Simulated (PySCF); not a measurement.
# Computed χzz against gas-phase spectroscopy

Values to reproduce (atoms as numbered below): 14N at N4: χzz = -3.068 MHz [1]; 14N at N3: χzz = -4.473 MHz [1].
[1] measured, gas; W. C. Bailey, Calculation of NQCC in Gaseous State Molecules (compilation of microwave values)

C₃H₄N₂.
SMILES with atom numbers: `[cH:1]1[cH:2][n:3][nH:4][cH:5]1` (hydrogens: H6 on C1; H7 on C2; H8 on N4; H9 on C5)

Problem. How do the computed couplings compare?

Solution. PySCF, non-relativistic, all at one geometry, with Q(14N) = 0.02044 b:

| level | functions | 14N N4 (MHz) | 14N N3 (MHz) | mean of computed/reference − 1 (%) |
| --- | --- | --- | --- | --- |
| B3LYP/6-31G-J | 76 | -3.720 | -4.883 | +15.2 |
| B3LYP/pcJ-0 | 77 | -4.431 | -5.693 | +35.8 |
| B3LYP/6-31G* | 78 | -3.296 | -4.329 | +2.1 |
| B3LYP/pcJ-1 | 175 | -3.480 | -4.979 | +12.4 |
| B3LYP/def2-TZVP | 179 | -3.135 | -4.836 | +5.2 |
| B3LYP/cc-pVTZ | 206 | -3.168 | -4.830 | +5.6 |
| B3LYP/aug-cc-pVTZ-J | 310 | -3.209 | -4.841 | +6.4 |
| B97-2/pcJ-1 | 175 | -3.463 | -4.798 | +10.1 |
| BHandHLYP/pcJ-1 | 175 | -3.463 | -5.187 | +14.4 |
| CAM-B3LYP/pcJ-1 | 175 | -3.472 | -5.085 | +13.4 |
| KT2/pcJ-1 | 175 | -3.513 | -4.795 | +10.8 |
| LDA/pcJ-1 | 175 | -3.211 | -4.698 | +4.8 |
| PBE/pcJ-1 | 175 | -3.399 | -4.646 | +7.3 |
| PBE0/pcSseg-1 | 105 | -3.367 | -4.974 | +10.5 |
| PBE0/pcJ-1 | 175 | -3.363 | -4.837 | +8.9 |

Closest here is LDA/pcJ-1 (4.8 % unsigned error), furthest B3LYP/pcJ-0 (35.8 %); one molecule doesn't rank methods. Computed values are for fixed nuclei, while measured ones can include vibrational averaging. Isolated species at its PBE0-D3(BJ)/def2-SVP geometry, gas phase.
